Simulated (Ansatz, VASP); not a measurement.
**Two plane-wave programs on Ti**

Contents of INCAR:

```
SYSTEM = Ti
  ALGO = Normal
  EDIFF = 1E-7
  ENCUT = 520
  GGA = PS
  ISIF = 2
  ISMEAR = 0
  LASPH = .TRUE.
  LCHARG = .FALSE.
  LREAL = .FALSE.
  LWAVE = .FALSE.
  NBANDS = 12
  NELM = 60
  PREC = Accurate
  SIGMA = 0.15
```

KPOINTS

```
k-points
0
G
  20 20 20
  0 0 0
```

POSCAR

```
Ti
1.0
   -1.6410000000      1.4563875000      1.6410000000
    1.6410000000     -1.4563875000      1.6410000000
    1.6410000000      1.4563875000     -1.6410000000
Ti
1
Direct
    0.0000000000      0.0000000000      0.0000000000
```

Input for Ansatz:

```yaml
crystal:
  lattice:
    - [-1.641, 1.4563875, 1.641]
    - [1.641, -1.4563875, 1.641]
    - [1.641, 1.4563875, -1.641]
  atoms:
    - { symbol: Ti, position: [0.0, 0.0, 0.0] }
basis:
  ecutwfc: 420
kpoints:
  mp_grid: { grid: [20, 20, 20] }
hamiltonian:
  xc: pbesol
scf:
  occupations: { method: gaussian, width: 0.15 }
output:
  forces: true
  stress: true
  eigenvalues: true
```

Change from the starting cell: strain -0.1125 x Voigt [0, 1, 0, 0, 0, 0], atoms carried along.

Alike in both runs: task single point; functional PBEsol; k mesh 20 × 20 × 20; occupations gaussian, width 0.15 eV; no spin polarisation.

```csv
,VASP,Ansatz
version,VASP 6.6.1,Ansatz 0.2.0
potentials or method,"VASP PAW PBE potentials, release 64 (Ti_sv)","scalar-relativistic, plane waves, PAW"
plane-wave cutoff (eV),520,420
valence electrons in the cell,12,12
```

Ansatz gave:

* gap on the k mesh at the Fermi level (eV): none
* pressure (GPa): 6.7
* largest component of the traceless stress (GPa): 1.23

What did VASP give for the same quantities?

gap on the k mesh at the Fermi level (eV): none; pressure (GPa): 6.3; largest component of the traceless stress (GPa): 1.28.

A gap of «none» marks a metal or a gap that the smearing closes. The functional is the same, so the differences come from potentials, cutoffs and numerics.

Caveats: the PAW data sets were made with another functional, which shifts forces and pressure a little (VASP).
